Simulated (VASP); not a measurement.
# HgTe (Coloradoite) (F-43m) in VASP: further runs

One crystal, HgTe (Coloradoite), is run at these levels: PBE, r2SCAN; tasks: relaxation of the atoms, relaxation of cell and atoms.

All numbers are computed with VASP 6.6.1; they aren't measurements. Logs are shortened: lines on timing, memory, paths and dates and some standing lists are left out, and cuts for length are marked.

### 1 The crystal as given

Symmetry: F-43m, No. 216, cubic system. Conventional cell: a = 6.429 Å, b = 6.429 Å, c = 6.429 Å, α = 90.00°, β = 90.00°, γ = 90.00°. Hg (site symmetry -43m) has 4 Te at 2.78 Å as nearest neighbours. Te (site symmetry -43m) is surrounded by 4 Hg at 2.78 Å.

### 2 Relaxation of the atoms, PBE (a relaxed cell with its volume scaled by 1.04)

File INCAR:

```
ALGO = Normal
EDIFF = 1E-7
EDIFFG = -0.01
ENCUT = 300
GGA = PE
IBRION = 2
ISIF = 2
ISMEAR = 0
LASPH = True
LCHARG = False
LREAL = False
LWAVE = False
NELM = 80
NSW = 40
PREC = Accurate
SIGMA = 0.03
```

File KPOINTS:

```
k-points
0
Gamma
  5 5 5
```

File POSCAR:

```
HgTe                                    
1.0
    0.0000000000      3.3664870876      3.3664870876
    3.3664870876     -0.0000000000      3.3664870876
    3.3664870876      3.3664870876     -0.0000000000
  Hg              Te            
     1     1
Direct
     1.0000000000000000    1.0000000000000000    1.0000000000000000
     0.2500000000000000    0.2500000000000000    0.2500000000000000
```

Potentials or basis: VASP PAW PBE potentials, release 64 (Hg, Te).

Command:

```bash
$ cat potpaw_PBE.64/Hg/POTCAR potpaw_PBE.64/Te/POTCAR > POTCAR
$ mpirun -np 1 vasp_std > vasp.out
```

OUTCAR:

```text
EDIFF = 1E-7
   EDIFFG = -0.01
   ENCUT = 300
   GGA = PE
   IBRION = 2
   ISIF = 2
   ISMEAR = 0
   LASPH = True
   LREAL = False
   NELM = 80
   NSW = 40
   PREC = Accurate

 ion  position               nearest neighbor table
   1  0.000  0.000  0.000-   2 2.92   2 2.92   2 2.92   2 2.92
   2  0.250  0.250  0.250-   1 2.92   1 2.92   1 2.92   1 2.92

  LATTYP: Found a face centered cubic cell.
 ALAT       =     6.7329741752

  Lattice vectors:

 A1 = (   0.0000000000,   3.3664870876,   3.3664870876)
 A2 = (   3.3664870876,   0.0000000000,   3.3664870876)
 A3 = (   3.3664870876,   3.3664870876,   0.0000000000)

Analysis of symmetry for initial positions (statically):
=====================================================================
 Subroutine PRICEL returns:
 Original cell was already a primitive cell.

 Routine SETGRP: Setting up the symmetry group for a
 face centered cubic supercell.

 Subroutine GETGRP returns: Found 24 space group operations
 (whereof 24 operations were pure point group operations)
 out of a pool of 48 trial point group operations.

The static configuration has the point symmetry T_d .

Analysis of symmetry for dynamics (positions and initial velocities):
=====================================================================
 Subroutine PRICEL returns:
 Original cell was already a primitive cell.

 Routine SETGRP: Setting up the symmetry group for a
 face centered cubic supercell.

 Subroutine GETGRP returns: Found 24 space group operations
 (whereof 24 operations were pure point group operations)
 out of a pool of 48 trial point group operations.

The dynamic configuration has the point symmetry T_d .

 Subroutine INISYM returns: Found 24 space group operations
 (whereof 24 operations are pure point group operations),
 and found     1 'primitive' translations

----------------------------------------------------------------------------------------

                                     Primitive cell

  volume of cell :      76.3064

  direct lattice vectors                    reciprocal lattice vectors
     0.000000000  3.366487088  3.366487088    -0.148522774  0.148522774  0.148522774
     3.366487088  0.000000000  3.366487088     0.148522774 -0.148522774  0.148522774
     3.366487088  3.366487088  0.000000000     0.148522774  0.148522774 -0.148522774

  length of vectors
     4.760931697  4.760931697  4.760931697     0.257248990  0.257248990  0.257248990

  position of ions in fractional coordinates (direct lattice)
     0.000000000  0.000000000  0.000000000
     0.250000000  0.250000000  0.250000000

  ion indices of the primitive-cell ions
   primitive index   ion index
                 1           1
                 2           2

----------------------------------------------------------------------------------------

 KPOINTS: k-points

Automatic generation of k-mesh.
 Grid dimensions read from file:
 generate k-points for:    5    5    5

 Generating k-lattice:

  Cartesian coordinates                     Fractional coordinates (reciprocal lattice)
    -0.029704555  0.029704555  0.029704555     0.200000000  0.000000000  0.000000000
     0.029704555 -0.029704555  0.029704555     0.000000000  0.200000000  0.000000000
     0.029704555  0.029704555 -0.029704555     0.000000000  0.000000000  0.200000000

  Length of vectors
     0.051449798  0.051449798  0.051449798

  Shift w.r.t. Gamma in fractional coordinates (k-lattice)
     0.000000000  0.000000000  0.000000000

 Subroutine IBZKPT returns following result:
 ===========================================

 Found     10 irreducible k-points:

 Following reciprocal coordinates:
            Coordinates               Weight
  0.000000  0.000000  0.000000      1.000000
  0.200000  0.000000  0.000000      8.000000
  0.400000  0.000000  0.000000      8.000000
  0.200000  0.200000  0.000000      6.000000
  0.400000  0.200000  0.000000     24.000000
 -0.400000  0.200000  0.000000     24.000000
 -0.200000  0.200000  0.000000     12.000000
  0.400000  0.400000  0.000000      6.000000
 -0.400000  0.400000  0.000000     12.000000
 -0.400000  0.400000  0.200000     24.000000
   k-points           NKPTS =     10   k-points in BZ     NKDIM =     10   number of bands    NBANDS=     13
   number of dos      NEDOS =    301   number of ions     NIONS =      2
   total plane-waves  NPLWV =  21952
   dimension x,y,z NGX =    28 NGY =   28 NGZ =   28
   dimension x,y,z NGXF=    56 NGYF=   56 NGZF=   56
   ions per type =               1   1
   NGX,Y,Z   is equivalent  to a cutoff of   9.78,  9.78,  9.78 a.u.
   NGXF,Y,Z  is equivalent  to a cutoff of  19.55, 19.55, 19.55 a.u.
 SYSTEM =  unknown system
   PREC   = accura    normal or accurate (medium, high low for compatibility)
   ISTART =      0    job   : 0-new  1-cont  2-samecut
   ICHARG =      2    charge: 1-file 2-atom 10-const
   ISPIN  =      1    spin polarized calculation?
   LNONCOLLINEAR =      F non collinear calculations
   LSORBIT =      F    spin-orbit coupling
   LASPH  =      T    aspherical Exc in radial PAW
   ENCUT  =  300.0 eV  22.05 Ry    4.70 a.u.   6.72  6.72  6.72*2*pi/ulx,y,z
   NELM   =     80;   NELMIN=  2; NELMDL= -5     # of ELM steps
   EDIFF  = 0.1E-06   stopping-criterion for ELM
   LREAL  =      F    real-space projection
   EDIFFG = -.1E-01   stopping-criterion for IOM
   NSW    =     40    number of steps for IOM
   IBRION =      2    ionic relax: 0-MD 1-quasi-New 2-CG
   NFREE  =      1    steps in history (QN), initial steepest desc. (CG)
   ISIF   =      2    stress and relaxation
   ISYM   =      2    0-nonsym 1-usesym 2-fastsym
   POTIM  = 0.5000    time-step for ionic-motion
   TEBEG  =    0.0;   TEEND  =   0.0 temperature during run
   PSTRESS=    0.0 pullay stress
   NELECT =      18.0000    total number of electrons
   NUPDOWN=      -1.0000    fix difference up-down
   EMIN   =  10.00;   EMAX   =-10.00  energy-range for DOS
   EFERMI =   0.00;   METHOD = LEGACY
   ISMEAR =     0;   SIGMA  =   0.03  broadening in eV -4-tet -1-fermi 0-gaus
   EFERMI_NEDOS =   21; number of points for ismear=-14 and -15
   IALGO  =     38    algorithm
   IMIX   =      4    mixing-type and parameters
     AMIX     =   0.40;   BMIX     =  1.00
     AMIX_MAG =   1.60;   BMIX_MAG =  1.00
  volume/ion in A,a.u.               =      38.15       257.47
  Fermi-wavevector in a.u.,A,eV,Ry     =   1.011530  1.911514 13.921382  1.023193
  Thomas-Fermi vector in A             =   2.144585
   LORBIT       =      0    0 simple, 1 ext, 2 COOP (PROOUT), +10 PAW based schemes
   GGA     = PE    functional components
   LHFCALC =     F    Hartree Fock is set to
   AEXX    =    0.0000 exact exchange contribution
   IVDW    =     0    specifies the selected vdW correction
   LEPSILON=     F    determine dielectric tensor
   LRPA    =     F    only Hartree local field effects (RPA)
 conjugate gradient relaxation of ions
 non-spin polarized calculation
 Gauss-broadening in eV      SIGMA  =   0.03
  energy-cutoff  :      300.00
  volume of cell :       76.31
 maximum number of plane-waves:       914
   NGX = 13   NGY = 13   NGZ = 13

 number of electron      18.0000000 magnetization

 Free energy of the ion-electron system (eV)
  ---------------------------------------------------
  ext. energy  EPLUGINS =         0.00000000
  ---------------------------------------------------
  free energy    TOTEN  =        -3.61745409 eV

  energy without entropy =       -3.61708386  energy(sigma->0) =       -3.61726897

 E-fermi :   1.9127     XC(G=0):  -8.1898

 val. band max:        1.9035733612   @ k =   0.0000   0.0000   0.0000
 cond. band min:       2.6225806476   @ k =   0.4000   0.0000   0.0000
 fundamental gap:      0.7190072864
 Fermi energy:         1.9127104343

 k-point     1 :       0.0000    0.0000    0.0000
  band No.  band energies     occupation
      1      -9.2901      2.00000
      2      -4.8154      2.00000
      3      -4.8154      2.00000
      4      -4.8154      2.00000
      5      -4.4215      2.00000
      6      -4.4215      2.00000
      7       0.8899      2.00000
      8       1.9036      1.33334
      9       1.9036      1.33333
     10       1.9036      1.33333
     11       6.3192      0.00000
     12       6.3192      0.00000
     13       6.3192      0.00000

 k-point     2 :       0.2000    0.0000    0.0000
  band No.  band energies     occupation
      1      -9.1484      2.00000
      2      -4.7786      2.00000
      3      -4.7786      2.00000
      4      -4.7284      2.00000
      5      -4.4234      2.00000
      6      -4.4234      2.00000
      7      -0.7045      2.00000
      8       1.6055      2.00000
      9       1.6055      2.00000
     10       2.6450      0.00000
     11       6.4008      0.00000
     12       6.7280      0.00000
     13       6.7280      0.00000

 k-point     3 :       0.4000    0.0000    0.0000
  band No.  band energies     occupation
      1      -8.9021      2.00000
      2      -4.7290      2.00000
      3      -4.7290      2.00000
      4      -4.4108      2.00000
      5      -4.4108      2.00000
      6      -4.3514      2.00000
      7      -2.4810      2.00000
      8       1.1989      2.00000
      9       1.1989      2.00000
     10       2.6226      0.00000
     11       7.0231      0.00000
     12       7.0231      0.00000
     13       8.1637      0.00000
[... 81 lines left out ...]
 k-point     9 :      -0.4000    0.4000    0.0000
  band No.  band energies     occupation
      1      -8.7142      2.00000
      2      -4.6500      2.00000
      3      -4.5923      2.00000
      4      -4.5202      2.00000
      5      -4.3934      2.00000
      6      -4.0346      2.00000
      7      -2.9134      2.00000
      8      -0.3185      2.00000
      9       0.3112      2.00000
     10       4.0664      0.00000
     11       5.5607      0.00000
     12       8.9254      0.00000
     13       9.2478      0.00000

 k-point    10 :      -0.4000    0.4000    0.2000
  band No.  band energies     occupation
      1      -8.7476      2.00000
      2      -4.6494      2.00000
      3      -4.6414      2.00000
      4      -4.4833      2.00000
      5      -4.4121      2.00000
      6      -4.1103      2.00000
      7      -2.7418      2.00000
      8      -0.2555      2.00000
      9       0.2935      2.00000
     10       4.4414      0.00000
     11       6.2326      0.00000
     12       7.1525      0.00000
     13       9.1426      0.00000

------------------------ aborting loop because EDIFF is reached ----------------------------------------

  FORCE on cell =-STRESS in cart. coord.  units (eV):
  Direction    XX          YY          ZZ          XY          YZ          ZX
  --------------------------------------------------------------------------------------
  -------------------------------------------------------------------------------------
  Total       -0.5821097     -0.5821097     -0.5821097      0.0000000      0.0000000      0.0000000
  in kB      -12.2223467    -12.2223467    -12.2223467      0.0000000      0.0000000      0.0000000
  external PRESSURE =     -12.2223467 kB  Pullay stress =       0.0000000 kB

 VOLUME and BASIS-vectors are now :
 -----------------------------------------------------------------------------
  energy-cutoff  :      300.00
  volume of cell :       76.31
      direct lattice vectors                 reciprocal lattice vectors
     0.000000000  3.366487088  3.366487088    -0.148522774  0.148522774  0.148522774
     3.366487088  0.000000000  3.366487088     0.148522774 -0.148522774  0.148522774
     3.366487088  3.366487088  0.000000000     0.148522774  0.148522774 -0.148522774

 POSITION                                       TOTAL-FORCE (eV/Angst)
 -----------------------------------------------------------------------------------
      0.00000      0.00000      0.00000        -0.000000     -0.000000      0.000000
      1.68324      1.68324      1.68324         0.000000      0.000000     -0.000000
 -----------------------------------------------------------------------------------
    total drift:                               -0.000000     -0.000000     -0.000000

  FREE ENERGIE OF THE ION-ELECTRON SYSTEM (eV)
  ---------------------------------------------------
  free  energy   TOTEN  =        -3.6174540864 eV

  energy  without entropy=       -3.6170838569  energy(sigma->0) =       -3.61726897

 reached required accuracy - stopping structural energy minimisation
```

Wall time 8.9 s (1 thread of Intel Xeon Platinum 8375C at 2.90GHz (Ice Lake), shared host); peak memory 0.15 GiB.

What came out:

| Quantity | Value |
| --- | --- |
| Free energy | -3.6175 eV |
| Pressure after relaxing | -1.2 GPa |
| Band gap on the k mesh | none (metal or under the smearing width) |

Final structure:
```
CELL_PARAMETERS angstrom
0.00000 3.36649 3.36649
3.36649 0.00000 3.36649
3.36649 3.36649 0.00000
ATOMIC_POSITIONS crystal
Hg 0.00000 0.00000 0.00000
Te 0.25000 0.25000 0.25000
```

Levels at points of the mesh, in eV from the Fermi level:
| k point | band 5 | band 6 | band 7 | band 8 | band 9 | band 10 | band 11 | band 12 | band 13 |
| --- | --- | --- | --- | --- | --- | --- | --- | --- | --- |
| (0.00, 0.00, 0.00) | -6.33 | -6.33 | -1.02 | -0.01 | -0.01 | -0.01 | 4.41 | 4.41 | 4.41 |

Caveat: the relaxation stopped at its first step, so nothing moved.

(Continued in part 2 of 2.)
